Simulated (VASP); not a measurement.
Write the native input for VASP 6.6.1 that does the following.

```yaml
Task: relaxation of the atoms
Functional: PBE
Potentials_or_basis: VASP PAW PBE potentials, release 64 (Al)
Cutoff: 300 eV
k_mesh: 8 × 8 × 8
Occupations: methfessel-paxton, width 0.1 eV
Spin: no spin polarisation
Further_INCAR_settings: ALGO = Fast; EDIFF = 1e-07; IBRION = 2; EDIFFG = -0.01; NSW = 40
```

The structure of Al lies in POSCAR:

```
Al                                      
1.0
    0.0000000000      2.0472857853      2.0472857853
    2.0472857853      0.0000000000      2.0472857853
    2.0472857853      2.0472857853      0.0000000000
  Al            
     1
Direct
     0.0000000000000000    0.0000000000000000    0.0000000000000000
```

The cell isn't the ideal one: a relaxed cell with its volume scaled by 1.04.

One way to write it, as run:

INCAR

```
SYSTEM = Al
  PREC = Accurate
  ENCUT = 300
  EDIFF = 1E-7
  ISMEAR = 1
  SIGMA = 0.1
  LREAL = .False.
  LASPH = .True.
  NELM = 80
  ALGO = Fast
  ISIF = 2
  LWAVE = .False.
  LCHARG = .False.
  GGA = PE
  IBRION = 2
  NSW = 40
  EDIFFG = -0.01
```

KPOINTS

```
regular mesh
0
Gamma
  8 8 8
  0 0 0
```

Potentials or basis: VASP PAW PBE potentials, release 64 (Al).

Launch:

```sh
$ cat potpaw_PBE.64/Al/POTCAR > POTCAR
$ mpirun -np 1 vasp_std > vasp.out
```

It gave:

```json
{
 "Pressure after relaxing": "-3.0 GPa",
 "Band gap on the k mesh": "none (metal or under the smearing width)"
}
```

Caveat: the relaxation stopped at its first step, so nothing moved.

Wall time 0.9 s on 1 thread of Intel(R) Xeon(R) 6975P-C (Granite Rapids) (shared host), peak memory 0.1 GiB.
